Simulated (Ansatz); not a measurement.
# Cu2O (Cuprite): the cost of one run

Method: DFT r²SCAN, scalar-relativistic, plane waves, PAW, in Ansatz 0.2.0.

The COD entry's cell or inner coordinates are ideal or old and differ from later refinements, so a difference from it is no clean test against experiment.

## (1) Starting point

Symmetry: Pn-3m, No. 224, cubic system. Conventional cell: a = 4.246 Å, b = 4.246 Å, c = 4.246 Å, α = 90.00°, β = 90.00°, γ = 90.00°. Cu (site symmetry -3m) has 2 O at 1.84 Å as nearest neighbours. O (site symmetry -43m) has 4 Cu at 1.84 Å as nearest neighbours.

As a file:

```
Cu O
1.0
     4.24567    0.00000    0.00000
     0.00000    4.24567    0.00000
     0.00000    0.00000    4.24567
Cu O
4 2
Cartesian
  1.0614 1.0614 1.0614
  1.0614 3.1843 3.1843
  3.1843 3.1843 1.0614
  3.1843 1.0614 3.1843
  0.0000 0.0000 0.0000
  2.1228 2.1228 2.1228
```

An earlier run at r²SCAN left this cell at 12.755 Å³/atom and 0.00 GPa (8×8×8 mesh).

Volume factors to run: 0.980, 1.020, 0.960, 1.040.

## (2) At 0.980 of the relaxed volume

Contents of input.yaml:

```yaml
crystal:
  lattice:
    - [4.2171748497, 0.0, 0.0]
    - [0.0, 4.2171748497, 0.0]
    - [0.0, 0.0, 4.2171748497]
  atoms:
    - { symbol: Cu, position: [0.25, 0.25, 0.25] }
    - { symbol: Cu, position: [0.25, 0.75, 0.75] }
    - { symbol: Cu, position: [0.75, 0.75, 0.25] }
    - { symbol: Cu, position: [0.75, 0.25, 0.75] }
    - { symbol: O, position: [0.0, 0.0, 0.0] }
    - { symbol: O, position: [0.5, 0.5, 0.5] }
basis:
  ecutwfc: 500
  ecutrho_ratio: 4
kpoints:
  mp_grid: { grid: [8, 8, 8] }
hamiltonian:
  xc: r2scan
scf:
  occupations: { method: gaussian, width: 0.05 }
output:
  forces: true
  stress: true
  eigenvalues: true
```

Started as:

```
ansatz run input.yaml --threads 4 --pin off --max-ram 10240MiB --backend cpu --events-out ev --progress --plain --runs-dir out
```

**Question.** How long does this run take on 4 threads of Arm Neoverse V2, shared host, and how much memory does it need?

About 4 s, with a peak of 0.59 GiB.
